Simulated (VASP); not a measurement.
Write the native input for VASP 6.6.1 that does the following.

* Task: band structure
* Functional: r2SCAN
* Potentials or basis: VASP PAW PBE potentials, release 64 (Mg, O)
* Cutoff: 520 eV
* k mesh: 12 × 12 × 12
* Occupations: gaussian, width 0.02 eV
* Spin: no spin polarisation
* Ladder: free
* Further INCAR settings: ALGO = Normal; EDIFF = 1e-06; NBANDS = 11

The structure of MgO lies in POSCAR:

```
MgO
1.0
    0.0000000000      2.0970013927      2.0970013927
    2.0970013927      0.0000000000      2.0970013927
    2.0970013927      2.0970013927      0.0000000000
Mg O
1 1
Direct
    0.0000000000      0.0000000000      0.0000000000
    0.5000000000      0.5000000000      0.5000000000
```

The cell is a database's computed one.

The input as run:

INCAR

```
ALGO = Normal
EDIFF = 1E-6
ENCUT = 520
ISIF = 2
ISMEAR = 0
LASPH = T
LCHARG = F
LMIXTAU = T
LREAL = F
LWAVE = F
METAGGA = R2SCAN
NBANDS = 11
NELM = 80
PREC = Accurate
SIGMA = 0.02
```

KPOINTS

```
k-points
0
Gamma
  12 12 12
```

KPOINTS_OPT

```
path GXWKGLUWLK,UX
15
line-mode
reciprocal
 0.0000000000  0.0000000000  0.0000000000  G
 0.5000000000  0.0000000000  0.5000000000  X

 0.5000000000  0.0000000000  0.5000000000  X
 0.5000000000  0.2500000000  0.7500000000  W

 0.5000000000  0.2500000000  0.7500000000  W
 0.3750000000  0.3750000000  0.7500000000  K

 0.3750000000  0.3750000000  0.7500000000  K
 0.0000000000  0.0000000000  0.0000000000  G

 0.0000000000  0.0000000000  0.0000000000  G
 0.5000000000  0.5000000000  0.5000000000  L

 0.5000000000  0.5000000000  0.5000000000  L
 0.6250000000  0.2500000000  0.6250000000  U

 0.6250000000  0.2500000000  0.6250000000  U
 0.5000000000  0.2500000000  0.7500000000  W

 0.5000000000  0.2500000000  0.7500000000  W
 0.5000000000  0.5000000000  0.5000000000  L

 0.5000000000  0.5000000000  0.5000000000  L
 0.3750000000  0.3750000000  0.7500000000  K

 0.6250000000  0.2500000000  0.6250000000  U
 0.5000000000  0.0000000000  0.5000000000  X
```

Potentials or basis: VASP PAW PBE potentials, release 64 (Mg, O).

The run is started by

```sh
$ cat potpaw_PBE.64/Mg/POTCAR potpaw_PBE.64/O/POTCAR > POTCAR
$ mpirun -np 1 vasp_std > vasp.out
```

Results of the run:

- Pressure: 0.1 GPa
- Band gap on the k mesh: 5.74 eV, direct
- Band gap along the path: 5.74 eV, direct

Caveat: the PAW data sets were made with another functional, which shifts forces and pressure a little.

It took 86 s on 1 thread of Intel(R) Xeon(R) Platinum 8259CL CPU @ 2.50GHz (Skylake/Cascade Lake), with other jobs on the host, peak memory 0.16 GiB.
